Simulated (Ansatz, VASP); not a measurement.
# Si2Ni: VASP beside Ansatz

File INCAR:

```
PREC = Accurate
ENCUT = 600
EDIFF = 1E-6
ISMEAR = -1
SIGMA = 0.05
LREAL = False
LASPH = True
NELM = 60
ALGO = Normal
ISIF = 3
LWAVE = False
LCHARG = False
GGA = PS
IBRION = 2
NSW = 60
EDIFFG = -0.005
```

Contents of KPOINTS:

```
regular mesh
0
Gamma
  11 11 11
```

POSCAR

```
Si2Ni
1.0
    0.0000000000      2.6586821493      2.6586821493
    2.6586821493      0.0000000000      2.6586821493
    2.6586821493      2.6586821493      0.0000000000
Ni Si
1 2
Direct
    0.0000000000      0.0000000000      0.0000000000
    0.2500000000      0.2500000000      0.2500000000
    0.7500000000      0.7500000000      0.7500000000
```

Input for Ansatz:

```yaml
crystal:
  lattice:
    - [0.0, 2.6586821493, 2.6586821493]
    - [2.6586821493, 0.0, 2.6586821493]
    - [2.6586821493, 2.6586821493, 0.0]
  atoms:
    - { symbol: Ni, position: [0.0, 0.0, 0.0] }
    - { symbol: Si, position: [0.25, 0.25, 0.25] }
    - { symbol: Si, position: [0.75, 0.75, 0.75] }
kpoints:
  mp_grid: { grid: [11, 11, 11] }
scf:
  occupations: { method: fermi_dirac, width: 0.05 }
hamiltonian:
  xc: pbesol
  pseudopotentials: { kind: paw }
output:
  forces: true
  stress: true
relax:
  f_tol: 0.005
  max_steps: 40
  cell: {}
```

Alike in both runs: task relaxation of cell and atoms; functional PBEsol; k mesh 11 × 11 × 11; occupations fermi-dirac, width 0.05 eV; no spin polarisation.

|  | VASP | Ansatz |
| --- | --- | --- |
| version | VASP 6.6.1 | Ansatz 0.2.0 |
| potentials or method | VASP PAW PBE potentials, release 64 (Ni, Si) | PAW with Ansatz's default frozen-core files, scalar-relativistic |
| plane-wave cutoff (eV) | 600 | 420 |
| valence electrons in the cell | 18 | 26 |

Ansatz gave:

- relaxed volume (Å³/atom): 13.05
- relaxed cell length with the largest relative difference (Å): 3.811
- energy change over the relaxation (meV/atom): -11

Question: Which values does VASP return?

Answer: Relaxed volume (Å³/atom): 13.06; relaxed cell length with the largest relative difference (Å): 3.813; energy change over the relaxation (meV/atom): -11.

The two sets of potentials don't hold the same shells in valence.

Caveats: the PAW data sets were made with another functional, which shifts forces and pressure a little (VASP). Spin polarisation is off, so any magnetic state and its effect on volume and gap are missing.
